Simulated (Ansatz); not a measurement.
Gas-phase electronic energies from Ansatz, PBE0-D4/def2-TZVP geometries. CBS: MP2 limit from def2 TZ/QZ plus the TZ coupled-cluster correction, frozen cores. This one scheme is used for every species. DFT in def2-TZVPP. B3LYP here is the variant with VWN-RPA as its local correlation; programs differ in this. Each species was taken in one conformer, which may not be the lowest.

Reaction (formal hydrolysis of a C–S bond): `CSC(=N)N` + H₂O → `N=C(N)O` + CH₃SH

```csv
level,ΔE (kcal/mol)
B3LYP,-3.1
HF/def2-TZVPP,-8.2
```

Problem. What does CCSD(T)/CBS give? (Estimate.)

Solution. The calculation gave: +1.1 kcal/mol. The listed levels differ from it by -4.2, -9.3 kcal/mol.

Largest T1 diagnostic among the species: 0.013.

From PBE to PBE0 (25 % exact exchange), in def2-TZVPP and without D4, ΔE moves by −1.4 kcal/mol. In def2-TZVPP, CCSD(T) changes the Hartree–Fock value by +7.7 kcal/mol (the triples alone add +1.5 kcal/mol) and MP2 by +9.8 kcal/mol. The D4 term adds +2.4 kcal/mol with B3LYP and +1.3 kcal/mol with PBE0; it sums over pairs of atoms, weighted by their polarisabilities, and B3LYP, whose exchange is more repulsive, gets the larger term.

CCSD(T)/CBS has its own doubt, a few kJ/mol and more with outer-core shells, so smaller differences from it don't rank the levels.
